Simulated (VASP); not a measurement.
# CdS (Hawleyite) (F-43m) in VASP: a series of runs

Runs on CdS (Hawleyite). Level: PBEsol. Tasks: single point.

Program: VASP 6.6.1. These are calculated values, not measurements. Logs are shortened: lines on timing, memory, paths and dates and some standing lists are left out, and cuts for length are marked.

## (1) The crystal as given

It takes space group F-43m (No. 216, cubic). The conventional cell has a = 5.833 Å, b = 5.833 Å, c = 5.833 Å, α = 90.00°, β = 90.00°, γ = 90.00°. Around Cd (site symmetry -43m) lie 4 S at 2.53 Å. S (site symmetry -43m) is surrounded by 4 Cd at 2.53 Å.

## (2) Single point, PBEsol, spin-orbit coupling, no magnetisation

INCAR reads:

```
PREC     = Accurate       # precision mode
ENCUT    = 400            # plane-wave cutoff, eV
EDIFF    = 1E-7           # SCF threshold, eV
ISMEAR   = 0              # smearing method
SIGMA    = 0.02           # smearing width, eV
LREAL    = False          # projectors in reciprocal space
LASPH    = True           # aspherical terms in the spheres
NELM     = 100            # most SCF steps
ALGO     = Normal         # electronic algorithm
ISIF     = 2              # what is computed and relaxed
LWAVE    = False          # write WAVECAR
LCHARG   = False          # write CHGCAR
MAGMOM   = 0 0 0 0 0 0    # initial moments
LORBIT   = 11             # projections on sites
LSORBIT  = True           # spin-orbit coupling
GGA_COMPAT= False        
GGA      = PS             # functional
NBANDS   = 34             # bands
```

KPOINTS reads:

```
regular mesh
0
Gamma
  6 6 6
```

POSCAR reads:

```
CdS
1.0
    0.0000000000      2.9165000000      2.9165000000
    2.9165000000      0.0000000000      2.9165000000
    2.9165000000      2.9165000000      0.0000000000
Cd S
1 1
Direct
    0.0000000000      0.0000000000      0.0000000000
    0.7500000000      0.7500000000      0.7500000000
```

Potentials or basis: VASP PAW PBE potentials, release 64 (Cd, S).

Launch:

```sh
$ cat potpaw_PBE.64/Cd/POTCAR potpaw_PBE.64/S/POTCAR > POTCAR
$ mpirun -np 1 vasp_ncl > vasp.out
```

OUTCAR:

```text
PREC = Accurate
   ENCUT = 400
   EDIFF = 1E-7
   ISMEAR = 0
   LREAL = False
   LASPH = True
   NELM = 100
   ISIF = 2
   LORBIT = 11
   LSORBIT = True
   GGA = PS

 Found     22 irreducible k-points:

 Following reciprocal coordinates:
            Coordinates               Weight
  0.000000  0.000000  0.000000      1.000000
  0.166667  0.000000  0.000000      4.000000
 -0.166667  0.000000  0.000000      4.000000
  0.333333  0.000000  0.000000      4.000000
 -0.333333  0.000000  0.000000      4.000000
  0.500000  0.000000  0.000000      4.000000
   k-points           NKPTS =     22   k-points in BZ     NKDIM =     22   number of bands    NBANDS=     34
   number of dos      NEDOS =    301   number of ions     NIONS =      2
   total plane-waves  NPLWV =  21952
   dimension x,y,z NGX =    28 NGY =   28 NGZ =   28
   dimension x,y,z NGXF=    56 NGYF=   56 NGZF=   56
   ions per type =               1   1
   NGX,Y,Z   is equivalent  to a cutoff of  11.29, 11.29, 11.29 a.u.
   NGXF,Y,Z  is equivalent  to a cutoff of  22.57, 22.57, 22.57 a.u.
 SYSTEM =  unknown system
   PREC   = accura    normal or accurate (medium, high low for compatibility)
   ISTART =      0    job   : 0-new  1-cont  2-samecut
   ICHARG =      2    charge: 1-file 2-atom 10-const
   ISPIN  =      1    spin polarized calculation?
   LNONCOLLINEAR =      T non collinear calculations
   LSORBIT =      T    spin-orbit coupling
   LASPH  =      T    aspherical Exc in radial PAW
   ENCUT  =  400.0 eV  29.40 Ry    5.42 a.u.   6.73  6.73  6.73*2*pi/ulx,y,z
   NELM   =    100;   NELMIN=  2; NELMDL= -5     # of ELM steps
   EDIFF  = 0.1E-06   stopping-criterion for ELM
   LREAL  =      F    real-space projection
   EDIFFG = 0.1E-05   stopping-criterion for IOM
   NSW    =      0    number of steps for IOM
   IBRION =     -1    ionic relax: 0-MD 1-quasi-New 2-CG
[... 8 lines left out ...]
   EMIN   =  10.00;   EMAX   =-10.00  energy-range for DOS
   EFERMI =   0.00;   METHOD = LEGACY
   ISMEAR =     0;   SIGMA  =   0.02  broadening in eV -4-tet -1-fermi 0-gaus
   EFERMI_NEDOS =   21; number of points for ismear=-14 and -15
   IALGO  =     38    algorithm
   IMIX   =      4    mixing-type and parameters
     AMIX     =   0.40;   BMIX     =  1.00
     AMIX_MAG =   1.60;   BMIX_MAG =  1.00
  volume/ion in A,a.u.               =      24.81       167.41
  Fermi-wavevector in a.u.,A,eV,Ry     =   1.167599  2.206442 18.548649  1.363287
  Thomas-Fermi vector in A             =   2.304097
   LORBIT       =     11    0 simple, 1 ext, 2 COOP (PROOUT), +10 PAW based schemes
   GGA     = PS    functional components
   LHFCALC =     F    Hartree Fock is set to
   AEXX    =    0.0000 exact exchange contribution
   IVDW    =     0    specifies the selected vdW correction
   LEPSILON=     F    determine dielectric tensor
   LRPA    =     F    only Hartree local field effects (RPA)
 Gauss-broadening in eV      SIGMA  =   0.02
  energy-cutoff  :      400.00
  volume of cell :       49.62
 maximum number of plane-waves:      1868
   NGX = 13   NGY = 13   NGZ = 13

 number of electron      17.9999989 magnetization      -0.0000000      0.0000000     -0.0000000

 number of electron      17.9999989 magnetization       0.0000000      0.0000000      0.0000000

 number of electron      17.9999989 magnetization       0.0000000      0.0000000     -0.0000000

 Free energy of the ion-electron system (eV)
  ---------------------------------------------------
  ext. energy  EPLUGINS =         0.00000000
  ---------------------------------------------------
  free energy    TOTEN  =        -6.83937225 eV

  energy without entropy =       -6.83937225  energy(sigma->0) =       -6.83937225

 E-fermi :   1.3113     XC(G=0):  -9.3776

 val. band max:        1.2294712357   @ k =   0.0000   0.0000   0.0000
 cond. band min:       2.2199821258   @ k =   0.0000   0.0000   0.0000
 fundamental gap:      0.9905108901
 Fermi energy:         1.3113280874

 k-point     1 :       0.0000    0.0000    0.0000
  band No.  band energies     occupation
      1     -11.1717      1.00000
      2     -11.1717      1.00000
      3      -6.7740      1.00000
      4      -6.7740      1.00000
      5      -6.7740      1.00000
      6      -6.7740      1.00000
[... 22 lines left out ...]
     29      12.6598      0.00000
     30      12.6598      0.00000

 k-point     2 :       0.1667    0.0000    0.0000
  band No.  band energies     occupation
      1     -11.0628      1.00000
      2     -11.0628      1.00000
      3      -6.7759      1.00000
      4      -6.7363      1.00000
      5      -6.6946      1.00000
      6      -6.6946      1.00000
[... 22 lines left out ...]
     29      11.8306      0.00000
     30      11.8552      0.00000

 k-point     3 :      -0.1667    0.0000    0.0000
  band No.  band energies     occupation
      1     -11.0628      1.00000
      2     -11.0628      1.00000
      3      -6.7759      1.00000
      4      -6.7363      1.00000
      5      -6.6946      1.00000
      6      -6.6946      1.00000
[... 22 lines left out ...]
     29      11.8306      0.00000
     30      11.8552      0.00000

 k-point     4 :       0.3333    0.0000    0.0000
  band No.  band energies     occupation
      1     -10.8436      1.00000
      2     -10.8436      1.00000
      3      -6.7488      1.00000
      4      -6.7092      1.00000
      5      -6.4704      1.00000
      6      -6.4704      1.00000
[... 22 lines left out ...]
     29      12.2275      0.00000
     30      12.2275      0.00000

 k-point     5 :      -0.3333    0.0000    0.0000
  band No.  band energies     occupation
      1     -10.8436      1.00000
      2     -10.8436      1.00000
      3      -6.7488      1.00000
      4      -6.7092      1.00000
      5      -6.4704      1.00000
      6      -6.4704      1.00000
[... 22 lines left out ...]
     29      12.2275      0.00000
     30      12.2275      0.00000

 k-point     6 :       0.5000    0.0000    0.0000
  band No.  band energies     occupation
      1     -10.7346      1.00000
      2     -10.7346      1.00000
      3      -6.7200      1.00000
      4      -6.7200      1.00000
      5      -6.3333      1.00000
      6      -6.3333      1.00000
[... 22 lines left out ...]
     29      13.6780      0.00000
     30      13.6780      0.00000

 [... further k-points ...]

 [bands above 30 left out]

------------------------ aborting loop because EDIFF is reached ----------------------------------------

  FORCE on cell =-STRESS in cart. coord.  units (eV):
  Direction    XX          YY          ZZ          XY          YZ          ZX
  --------------------------------------------------------------------------------------
  -------------------------------------------------------------------------------------
  Total       -0.0926936     -0.0926936     -0.0926936      0.0000000      0.0000000      0.0000000
  in kB       -2.9932600     -2.9932600     -2.9932600      0.0000000      0.0000000      0.0000000
  external PRESSURE =      -2.9932600 kB  Pullay stress =       0.0000000 kB

 VOLUME and BASIS-vectors are now :
 -----------------------------------------------------------------------------
  energy-cutoff  :      400.00
  volume of cell :       49.62
      direct lattice vectors                 reciprocal lattice vectors
     0.000000000  2.916500000  2.916500000    -0.171438368  0.171438368  0.171438368
     2.916500000  0.000000000  2.916500000     0.171438368 -0.171438368  0.171438368
     2.916500000  2.916500000  0.000000000     0.171438368  0.171438368 -0.171438368

 POSITION                                       TOTAL-FORCE (eV/Angst)
 -----------------------------------------------------------------------------------
      0.00000      0.00000      0.00000         0.000000      0.000000     -0.000000
      4.37475      4.37475      4.37475        -0.000000     -0.000000      0.000000
 -----------------------------------------------------------------------------------
    total drift:                               -0.000000     -0.000000     -0.000000

  FREE ENERGIE OF THE ION-ELECTRON SYSTEM (eV)
  ---------------------------------------------------
  free  energy   TOTEN  =        -6.8393722496 eV

  energy  without entropy=       -6.8393722496  energy(sigma->0) =       -6.83937225

 Spin-Orbit-Coupling matrix elements

 Ion:    1  E_soc:     -0.0575572
 l=   1
     0.0000000    -0.0025392    -0.0025392
    -0.0025392     0.0000000    -0.0025392
    -0.0025392    -0.0025392     0.0000000
 l=   2
     0.0000000    -0.0014397     0.0000000    -0.0014397    -0.0056139
    -0.0014397     0.0000000    -0.0042104    -0.0014397    -0.0014035
     0.0000000    -0.0042104     0.0000000    -0.0042104     0.0000000
    -0.0014397    -0.0014397    -0.0042104     0.0000000    -0.0014035
    -0.0056139    -0.0014035     0.0000000    -0.0014035     0.0000000
 l=   3
     0.0000000     0.0000000     0.0000000     0.0000000     0.0000000     0.0000000     0.0000000
     0.0000000     0.0000000     0.0000000     0.0000000     0.0000000     0.0000000     0.0000000
     0.0000000     0.0000000     0.0000000     0.0000000     0.0000000     0.0000000     0.0000000
     0.0000000     0.0000000     0.0000000     0.0000000     0.0000000     0.0000000     0.0000000
     0.0000000     0.0000000     0.0000000     0.0000000     0.0000000     0.0000000     0.0000000
     0.0000000     0.0000000     0.0000000     0.0000000     0.0000000     0.0000000     0.0000000
     0.0000000     0.0000000     0.0000000     0.0000000     0.0000000     0.0000000     0.0000000

 Ion:    2  E_soc:     -0.0021302
 l=   1
     0.0000000    -0.0003550    -0.0003550
    -0.0003550     0.0000000    -0.0003550
    -0.0003550    -0.0003550     0.0000000
 l=   2
     0.0000000     0.0000000     0.0000000     0.0000000     0.0000000
     0.0000000     0.0000000     0.0000000     0.0000000     0.0000000
     0.0000000     0.0000000     0.0000000     0.0000000     0.0000000
     0.0000000     0.0000000     0.0000000     0.0000000     0.0000000
     0.0000000     0.0000000     0.0000000     0.0000000     0.0000000
 l=   3
     0.0000000     0.0000000     0.0000000     0.0000000     0.0000000     0.0000000     0.0000000
     0.0000000     0.0000000     0.0000000     0.0000000     0.0000000     0.0000000     0.0000000
     0.0000000     0.0000000     0.0000000     0.0000000     0.0000000     0.0000000     0.0000000
     0.0000000     0.0000000     0.0000000     0.0000000     0.0000000     0.0000000     0.0000000
     0.0000000     0.0000000     0.0000000     0.0000000     0.0000000     0.0000000     0.0000000
     0.0000000     0.0000000     0.0000000     0.0000000     0.0000000     0.0000000     0.0000000
     0.0000000     0.0000000     0.0000000     0.0000000     0.0000000     0.0000000     0.0000000

 total charge

# of ion       s       p       d       tot
------------------------------------------
    1        0.431   0.333   9.557  10.321
    2        1.318   2.374   0.000   3.691
--------------------------------------------------
tot          1.749   2.706   9.557  14.012

 magnetization (x)

# of ion       s       p       d       tot
------------------------------------------
    1       -0.000   0.000   0.000   0.000
    2       -0.000   0.000   0.000   0.000
--------------------------------------------------
tot         -0.000   0.000   0.000   0.000

 magnetization (y)

# of ion       s       p       d       tot
------------------------------------------
    1       -0.000  -0.000   0.000  -0.000
    2        0.000   0.000   0.000   0.000
--------------------------------------------------
tot         -0.000  -0.000   0.000  -0.000

 magnetization (z)

# of ion       s       p       d       tot
------------------------------------------
    1        0.000  -0.000   0.000   0.000
    2        0.000   0.000   0.000   0.000
--------------------------------------------------
tot          0.000   0.000   0.000   0.000
```

Wall time 37 s (1 thread of Intel Xeon Platinum 8488C (Sapphire Rapids), shared host); peak memory 0.25 GiB.

These settings aren't checked as converged: the numbers below hold their error.

What came out:

```yaml
Free_energy: -6.8394 eV
Pressure: -0.3 GPa
Valence_electrons_inside_the_program's_atomic_spheres: Cd 10.32; S 3.69
```

Caveat: the PAW data sets were made with another functional, which shifts forces and pressure a little.

## (3) Single point, PBEsol, spin-orbit coupling, no magnetisation

INCAR: that of step 2 with these lines changed.

```diff
@@ -1,3 +1,3 @@
 PREC     = Accurate       # precision mode
-ENCUT    = 400            # plane-wave cutoff, eV
+ENCUT    = 600            # plane-wave cutoff, eV
 EDIFF    = 1E-7           # SCF threshold, eV
```

KPOINTS reads:

```
regular mesh
0
Gamma
  5 5 5
```

POSCAR is that of step 2.

Potentials or basis: VASP PAW PBE potentials, release 64 (Cd, S).

Launch:

```sh
$ cat potpaw_PBE.64/Cd/POTCAR potpaw_PBE.64/S/POTCAR > POTCAR
$ mpirun -np 1 vasp_ncl > vasp.out
```

It took 47 s on 1 thread of Intel Xeon Platinum 8488C (Sapphire Rapids), shared host; peak memory 0.39 GiB.

The run converged, but some of its settings lie outside the range that counts as converged, so its numbers aren't taken as properties of the crystal.

Results:

* Free energy: -6.8342 eV
* Pressure: 0.1 GPa
* Valence electrons inside the program's atomic spheres: Cd 10.32; S 3.69

Caveat: the k mesh is coarse (spacing up to 0.37 Å⁻¹), so the values aren't converged; the PAW data sets were made with another functional, which shifts forces and pressure a little.
